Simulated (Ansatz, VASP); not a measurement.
## P (linear P chain) in two plane-wave programs

One calculation is typed for both programs; each brings its own data sets. How far apart do they land? The structure shown is the end of the Ansatz relaxation below.

Calculated with Ansatz 0.2.0; plane waves, with VASP 6.6.1 beside it; single point at PBE, single point at RPBE and single point at PBEsol.

## (1) Starting point

The cell holds 1 atom: 1 P. Cell: a = 7.500 Å, b = 7.500 Å, c = 2.100 Å, α = 90.0°, β = 90.0°, γ = 90.0°. Vacuum lies along a and b. The structure's axis is c.

## (2) Ansatz: relaxation, PBE

Ansatz runs on its default PAW (the set named soft_2) files.

This run makes the geometry at which the two programs are then compared.

input.yaml

```yaml
crystal:
  lattice:
    - [7.5, 0.0, 0.0]
    - [0.0, 7.5, 0.0]
    - [0.0, 0.0, 1.9902]
  atoms:
    - { symbol: P, position: [0.5, 0.5, 0.0] }
kpoints:
  mp_grid: { grid: [1, 1, 41] }
scf:
  occupations: { method: fermi_dirac, width: 0.05 }
hamiltonian:
  xc: pbe
relax:
  cell: { fix: [a, b, alpha, beta, gamma] }
  max_steps: 60
```

Command:

```bash
$ ansatz run input.yaml --threads 4 --pin off --max-ram 8192MiB --backend cpu --events-out ev --progress --plain --runs-dir out
```

Numbers of over 12 decimals in the logs are rounded to 6 here.

Output:

```text
Engine: ansatz 0.2.0, aarch64-unknown-linux-gnu
Pseudopotentials: kind: paw
Pseudopotential: P, paw, valence charge 5, recommended cutoff 420 eV (normal), P.paw.azcp
Functional definition: PBE
  parameter kappa = 0.804
  parameter beta = 0.066725
  exchange = pbe_x(kappa = kappa, mu = beta*pi^2/3)
  correlation = pbe_c(beta = beta)
Crystal: 1 atoms, lattice volume = 111.949 Å³
Basis set: ecut = 420 eV, 2199 PW (Γ), exchange–correlation on 108×108×30 points (8 copies of the dense FFT grid, shifted against one another)
Bands: 7, of which v1, the nominal top of the filled ones, is band 3 counted from 1 (2 counted from 0)
Symmetry: 16 space group operations
Space group: P4/mmm (ITA 123), of the structure as read, at distance tolerance 4.8e-5 Å
k-points: 21 of 41
Non-local potential: P, projectors of the file, l = 0: 2, l = 1: 2, l = 2: 2
PAW form: soft (Blöchl's): semilocal exchange-correlation on the pseudo side does not see the compensation charge
PAW one-centre angular grid: P, 110 points (default); XC on 64 Gauss nodes
Initial density: superposition of atomic densities (neutral atoms: chi_scale 0, normalization atom), corrected by the library's trained network
Initial wavefunctions: pseudopotential atomic-orbital guess
Functional: x = pbe(κ = 0.804, μ = 0.219515), c = pbe(β = 0.066725)
SCF iter   1: F=—  HF=-754.384514 eV  |F-HF|=—  |Δ(HF+E_count)|=         —  Δρ=2.03e-3  dr2=3.69e-3  ethr=1.77e-3  ⟨swp⟩=7.0  Hψ=1598  notcnv=0
preconditioner: auto → LDOS  [insulator: Δε(μ)=0.471 eV  Ē_g=11.785 eV  σ=0.050 eV  W_gap=0.68  n_scr=8 (ndim 8)  ℏωp=7.8 eV  f_vac=0.652  D(μ)=1.09/eV (n_scr^D=8)  ε∞_Penn≈1.4  β→1.0]
SCF iter   2: F=—  HF=-754.394345 eV  |F-HF|=—  |Δ(HF+E_count)|=   9.83e-3  Δρ=4.74e-4  dr2=1.72e-4  ethr=7.38e-5  ⟨swp⟩=3.6  Hψ=530  notcnv=0  defer=5
SCF iter   3: F=—  HF=-754.394422 eV  |F-HF|=—  |Δ(HF+E_count)|=   7.62e-5  Δρ=7.61e-5  dr2=3.79e-6  ethr=3.44e-6  ⟨swp⟩=2.6  Hψ=249  notcnv=0  defer=5
SCF iter   4: F=—  HF=-754.394432 eV  |F-HF|=—  |Δ(HF+E_count)|=   1.01e-5  Δρ=1.51e-5  dr2=3.30e-7  ethr=7.59e-8  ⟨swp⟩=2.7  Hψ=214  notcnv=0  defer=5
iter 5 did not close the SCF: its close was put off for the readings that it lacked (scf_convergence_deferred on its scf_iter line)
SCF iter   5: F=-754.394432 eV  HF=-754.394432 eV  |F-HF|=3.66e-9  |Δ(HF+E_count)|=   3.18e-7  Δρ=3.06e-6  dr2=1.50e-8  ethr=6.59e-9  ⟨swp⟩=2.3  Hψ=188  notcnv=0  defer=5
SCF iter   6: F=-754.394432 eV  HF=-754.394432 eV  |F-HF|=1.31e-10  |Δ(HF+E_count)|=   6.77e-9  Δρ=4.14e-7  dr2=4.20e-10  ethr=3.00e-10  ⟨swp⟩=2.8  Hψ=483  notcnv=0
SCF 1 converged in 6 iterations: F = -754.394432 eV  dr2 = 4.20e-10
  greatest PAW one-centre occupation: 0.819 electrons in one spin orbital (limit 2), on the P atom at site 0 (counted from 0), in its partial waves of l = 0
relax step   1: F+E_penalty+E_count = -754.39443205 eV  Δ(F+E_penalty+E_count) = +0.000e0 eV  max|allowed force component| = 0.000e0 eV/Å  Δτ_max = 0.0000 Å  P = +2.095 GPa  Ω = 111.949 Å³  fix = [a, b, alpha, beta, gamma]  reactions: a +0.084, b +0.084 GPa  (6 SCF iters, dr2 threshold 1.00e-7 eV, accepted)
[...]
relax step   2: F+E_penalty+E_count = -754.50729087 eV  Δ(F+E_penalty+E_count) = -1.129e-1 eV  max|allowed force component| = 0.000e0 eV/Å  Δτ_max = 0.0000 Å  P = +0.650 GPa  Ω = 116.414 Å³  energy of the carried Pulay correction = -1.098e-4 eV  fix = [a, b, alpha, beta, gamma]  reactions: a +0.085, b +0.085 GPa  (5 SCF iters, dr2 threshold 1.00e-7 eV, accepted)
[...]
relax step   3: F+E_penalty+E_count = -754.51645061 eV  Δ(F+E_penalty+E_count) = -9.160e-3 eV  max|allowed force component| = 0.000e0 eV/Å  Δτ_max = 0.0000 Å  P = +0.015 GPa  Ω = 118.245 Å³  energy of the carried Pulay correction = -1.537e-4 eV  fix = [a, b, alpha, beta, gamma]  reactions: a +0.086, b +0.086 GPa  (5 SCF iters, dr2 threshold 1.00e-7 eV, accepted)
[...]
relax step   4: F+E_penalty+E_count = -754.51650576 eV  Δ(F+E_penalty+E_count) = -5.515e-5 eV  max|allowed force component| = 0.000e0 eV/Å  Δτ_max = 0.0000 Å  P = +0.054 GPa  Ω = 118.123 Å³  energy of the carried Pulay correction = -1.508e-4 eV  fix = [a, b, alpha, beta, gamma]  reactions: a +0.086, b +0.086 GPa  (3 SCF iters, dr2 threshold 4.09e-8 eV, accepted)
[...]
relax step   5: F+E_penalty+E_count = -754.51692243 eV  Δ(F+E_penalty+E_count) = -4.167e-4 eV  max|allowed force component| = 0.000e0 eV/Å  Δτ_max = 0.0000 Å  P = +0.062 GPa  Ω = 118.123 Å³  fix = [a, b, alpha, beta, gamma]  reactions: a +0.089, b +0.089 GPa  stress off target by 8.33e-3 GPa on what of the cell is left free  SCF on the basis re-selected at this cell (its energy is not comparable with the rows above)  (6 SCF iters)
basis re-selected at this cell: Δ(F+E_penalty+E_count) = -4.167e-4 eV, ΔP = +0.007 GPa vs the last step (what re-selecting the basis moved, of the pressure what is left beyond the Pulay correction that the steps carried, after the strain that the cell walked since its last selection, with what the two solves' SCF thresholds leave and, on support functions, any second-order correction that the steps lacked; it is no measure of the basis error at this ecutwfc). This SCF's stress stands 8.33e-3 GPa from its target on what of the cell is left free (relax.cell.stress_tol is 5.00e-2 GPa) and its largest allowed force component is 0.00e0 eV/Å (relax.f_tol is 1.00e-2 eV/Å): [rest of the remark cut]
SCF converged after 6 iterations
Free energy (F): -754.516922 eV
Harris-Foulkes:  -754.516922 eV  (|F-HF|=1.14e-13)
Internal energy: -754.513098 eV  (E = F + TS)
E sigma→0 (E₀):  -754.515010 eV
Entropy (-TS):   -0.003825 eV (-3.825 meV/atom)
Fermi energy:    -3.545935 eV
--- Per-component energies (eV) ---
  E_band       = -43.694662
  E_kinetic    = 67.888869
  E_local      = -322.530275  (includes V_loc(G=0)·N_el)
  E_nonlocal   = 34.152669
  E_hartree    = 121.280624
  E_xc         = -59.645238
  E_vxc        = -58.217662  (∫ρ·V_xc dr)
  E_paw        = -569.349336  (= ΣΔE_a)
  E_vpaw       = -7.549514  (= ΣTr[D̂ρ^β])
  E_aug_tail   = 0.000003  (compensation charges beyond the density's cutoff)
  E_ewald      = -26.310415
  E_smearing   = -0.003825  (= −TS)
  E_closure    = 0.000000  (closes the sum)
  Σ components = -754.516922   (vs F -754.516922, Δ=0.00e0)
--- Forces (eV/Å), atoms counted from 1 ---
  atom   1  P      0.00000000     0.00000000     0.00000000
  max |Σ_I F_I| component: 0.00e0 eV/Å
--- Stress (GPa, compression-positive) ---
        0.088574       0.000000       0.000000
        0.000000       0.088574       0.000000
        0.000000       0.000000       0.008328
  P = ⅓ Tr σ = 0.0618 GPa (0.618 kbar)
--- Relaxed structure (4 steps of the walk, 4 accepted, 1 SCFs on fresh bases) ---
  F+E_penalty+E_count = -754.51692243 eV   max|allowed force component| = 0.000e0 eV/Å   (the final SCF, on the basis selected at the relaxed cell)
  cell:  # Å, volume = 118.1225 Å³
    - [7.5, 0.0, 0.0]
    - [0.0, 7.5, 0.0]
    - [0.0, 0.0, 2.099956]
  atoms:
    - { symbol: P, position: [0.5, 0.5, 0.0] }
```

The column dr2 measures how far the density is from self-consistency, as an energy; F and HF (Harris–Foulkes) agree once it is small.

## (3) VASP: single point, PBE

The same cell, functional, mesh and smearing now go to VASP, with its own data sets.

Lines of VASP's logs that name or quote its potential files are left out, and so is its time.

INCAR

```
SYSTEM = P
PREC = Accurate
ENCUT = 500
EDIFF = 1E-06
NELM = 120
ISMEAR = -1
SIGMA = 0.05
LREAL = .FALSE.
ALGO = Normal
GGA = PE
NBANDS = 8
LORBIT = 11
LWAVE = .FALSE.
LCHARG = .FALSE.
ISIF = 2
LASPH = .TRUE.
GGA_COMPAT = .FALSE.
```

POSCAR

```
P
1.0
    7.5000000000      0.0000000000      0.0000000000
    0.0000000000      7.5000000000      0.0000000000
    0.0000000000      0.0000000000      2.0999564303
P
1
Direct
    0.5000000000      0.5000000000      0.0000000000
```

KPOINTS

```
Automatic mesh
0
Gamma
1 1 41
0 0 0
```

PAW data sets: P (PBE family, release 64).

Command:

```bash
$ mpirun -np 1 vasp_std
```

Output:

```text
[banner, memory and clock lines left out]
running    1 mpi-ranks, on    1 nodes
 distrk:  each k-point on    1 cores,    1 groups
 distr:  one band on    1 cores,    1 groups

 POSCAR found type information on POSCAR P
 POSCAR found :  1 types and       1 ions
 LDA part: xc-table for (Slater+PW92), standard interpolation
 POSCAR, INCAR and KPOINTS ok, starting setup
 FFT: planning ... GRIDC
 FFT: planning ... GRID_SOFT
 FFT: planning ... GRID
 WAVECAR not read
 entering main loop
       N       E                     dE             d eps       ncg     rms          rms(c)
DAV:   1     0.195294028563E+02    0.19529E+02   -0.15571E+03   336   0.350E+02
DAV:   2    -0.305452948609E+01   -0.22584E+02   -0.18048E+02   432   0.562E+01
DAV:   3    -0.426513894598E+01   -0.12106E+01   -0.12092E+01   480   0.192E+01
DAV:   4    -0.427254280059E+01   -0.74039E-02   -0.74018E-02   488   0.167E+00
DAV:   5    -0.427255810206E+01   -0.15301E-04   -0.15301E-04   544   0.874E-02    0.454E+00
DAV:   6    -0.422930489069E+01    0.43253E-01   -0.40657E-02   440   0.891E-01    0.263E+00
DAV:   7    -0.421020782287E+01    0.19097E-01   -0.66107E-02   432   0.115E+00    0.183E-01
DAV:   8    -0.420983787704E+01    0.36995E-03   -0.26025E-03   368   0.325E-01    0.996E-02
DAV:   9    -0.420990888965E+01   -0.71013E-04   -0.10399E-04   488   0.655E-02    0.744E-02
DAV:  10    -0.421024951342E+01   -0.34062E-03   -0.12618E-04   368   0.574E-02    0.631E-02
DAV:  11    -0.421035198877E+01   -0.10248E-03   -0.42224E-05   360   0.304E-02    0.162E-02
DAV:  12    -0.421047141144E+01   -0.11942E-03   -0.10279E-05   344   0.187E-02    0.148E-02
DAV:  13    -0.421047317739E+01   -0.17660E-05   -0.45384E-07   424   0.386E-03    0.340E-03
DAV:  14    -0.421048991478E+01   -0.16737E-04   -0.15857E-06   344   0.664E-03    0.595E-04
DAV:  15    -0.421049012783E+01   -0.21305E-06   -0.12093E-08   520   0.715E-04
   1 F= -.42104901E+01 E0= -.42085812E+01  d E =-.381792E-02
```

From OUTCAR (step 3):

```text
ion  position               nearest neighbor table
   1  0.500  0.500  0.000-

  LATTYP: Found a simple tetragonal cell.
 ALAT       =     7.5000000000
 C/A-ratio  =     0.2799941907

 Subroutine GETGRP returns: Found 16 space group operations
 (whereof 16 operations were pure point group operations)

The static configuration has the point symmetry D_4h.

 Found     21 irreducible k-points:

   k-points           NKPTS =     21   k-points in BZ     NKDIM =     21   number of bands    NBANDS=      8

   dimension x,y,z NGX =    56 NGY =   56 NGZ =   16
   dimension x,y,z NGXF=   112 NGYF=  112 NGZF=   32

   ENCUT  =  500.0 eV  36.75 Ry    6.06 a.u.  13.67 13.67  3.83*2*pi/ulx,y,z

   NELECT =       5.0000    total number of electrons

 k-points in reciprocal lattice and weights: Automatic mesh
   0.00000000  0.00000000  0.00000000       0.024
   0.00000000  0.00000000  0.02439024       0.049
   0.00000000  0.00000000  0.04878049       0.049
   0.00000000  0.00000000  0.07317073       0.049
   0.00000000  0.00000000  0.09756098       0.049
   0.00000000  0.00000000  0.12195122       0.049
   0.00000000  0.00000000  0.14634146       0.049
   0.00000000  0.00000000  0.17073171       0.049
   0.00000000  0.00000000  0.19512195       0.049
[...]
0.00000000  0.00000000  0.46341463       0.049
   0.00000000  0.00000000  0.48780488       0.049

 average (electrostatic) potential at core
       1 -92.3528

 E-fermi :  -3.7173

 k-point     1 :       0.0000    0.0000    0.0000
  band No.  band energies     occupation
      1     -16.4103      2.00000
      2      -6.3887      2.00000
      3      -6.3887      2.00000
      4       0.1403      0.00000
      5       1.8493      0.00000
      6       2.7991      0.00000
      7       3.4914      0.00000
      8       3.4914      0.00000

 k-point     2 :       0.0000    0.0000    0.0244
  band No.  band energies     occupation
      1     -16.3914      2.00000
      2      -6.3706      2.00000
      3      -6.3706      2.00000
      4       0.1586      0.00000
      5       1.8694      0.00000
      6       2.8190      0.00000
      7       3.5113      0.00000
      8       3.5113      0.00000

 k-point     3 :       0.0000    0.0000    0.0488
  band No.  band energies     occupation
      1     -16.3349      2.00000
      2      -6.3163      2.00000
      3      -6.3163      2.00000
      4       0.2129      0.00000
      5       1.9298      0.00000
      6       2.8789      0.00000
      7       3.5710      0.00000
      8       3.5710      0.00000

  Total        0.0610817      0.0610817     -0.0592740      0.0000000     -0.0000000      0.0000000
  in kB        0.8284933      0.8284933     -0.8039746      0.0000000     -0.0000000      0.0000000
  external PRESSURE =       0.2843374 kB  Pullay stress =       0.0000000 kB

  energy-cutoff  :      500.00
  volume of cell :      118.12
      direct lattice vectors                 reciprocal lattice vectors
     7.500000000  0.000000000  0.000000000     0.133333333  0.000000000  0.000000000
     0.000000000  7.500000000  0.000000000     0.000000000  0.133333333  0.000000000
     0.000000000  0.000000000  2.099956430     0.000000000  0.000000000  0.476200356

 POSITION                                       TOTAL-FORCE (eV/Angst)
 -----------------------------------------------------------------------------------
      3.75000      3.75000      0.00000         0.000000      0.000000      0.000000
 -----------------------------------------------------------------------------------
    total drift:                               -0.000000     -0.000000     -0.000000

  FREE ENERGIE OF THE ION-ELECTRON SYSTEM (eV)
  ---------------------------------------------------
  free  energy   TOTEN  =        -4.2104901278 eV

  energy  without entropy=       -4.2066722125  energy(sigma->0) =       -4.20858117

 total charge
# of ion       s       p       d       tot
------------------------------------------
    1        1.109   1.336   0.000   2.445

[... 3 further parts left out ...]
```

## (4) Differences

Known differences besides the potentials themselves: the cutoff is 420 eV in Ansatz and 500 eV in VASP; Ansatz's pressure holds a Pulay correction, VASP's none. Total energies have different zeros and are not compared.

Both answers:

```
      quantity  Ansatz  VASP  difference
pressure (GPa)    0.06  0.03       +0.03
```

## (5) Ansatz: relaxation, RPBE

This run makes the geometry at which the two programs are then compared. The cell compared in this pair holds 118.58 Å³, against 118.12 Å³ for the pair before.

The structure compared here is the end of the Ansatz relaxation.

input.yaml, the sections that differ from step 2:

```yaml
crystal:
  lattice:
    - [7.5, 0.0, 0.0]
    - [0.0, 7.5, 0.0]
    - [0.0, 0.0, 1.9902]
  atoms:
    - { symbol: P, position: [0.5, 0.5, 0.0], spin: 0.3 }
magnetization:
  spin_polarized: true
hamiltonian:
  xc: rpbe
# kpoints, scf, relax: as in step 2
```

Command:

```bash
$ ansatz run input.yaml --threads 4 --pin off --max-ram 8192MiB --backend cpu --events-out ev --progress --plain --runs-dir out
```

Output:

```text
[...]
Crystal: 1 atoms, lattice volume = 111.949 Å³
Basis set: ecut = 420 eV, 2199 PW (Γ), exchange–correlation on 108×108×30 points (8 copies of the dense FFT grid, shifted against one another)
Bands: 7, of which v1, the nominal top of the filled ones, is band 3 counted from 1 (2 counted from 0)
Symmetry: 16 space group operations
[...]
0.092201       0.000000       0.000000
        0.000000       0.092201       0.000000
        0.000000       0.000000       0.007485
  P = ⅓ Tr σ = 0.0640 GPa (0.640 kbar)
--- Relaxed structure (4 steps of the walk, 4 accepted, 1 SCFs on fresh bases) ---
[...]
cell:  # Å, volume = 118.5843 Å³
    - [7.5, 0.0, 0.0]
    - [0.0, 7.5, 0.0]
    - [0.0, 0.0, 2.108166]
  atoms:
    - { symbol: P, position: [0.5, 0.5, 0.0] }
[key lines of the parts left out:]
SCF converged after 5 iterations
Magnetization: 0.0000 μB (2.5000 up, 2.5000 down)
Free energy (F): -757.908539 eV
Fermi energy:    -3.500857 eV
```

[end of part 1 of 2]

[Lines on the potential files, build, host, timing and source positions are cut from VASP's logs without a mark.]

[Logs are printed without paths, hosts, clocks, repeated set-up lines and the standing remarks that a program may print on its own settings, such as how far it seeks lower states.]

[Hosts, paths, dates, database ids (printed as entryN), source tags and the programs' standing remarks are cut or masked in the printed files.]
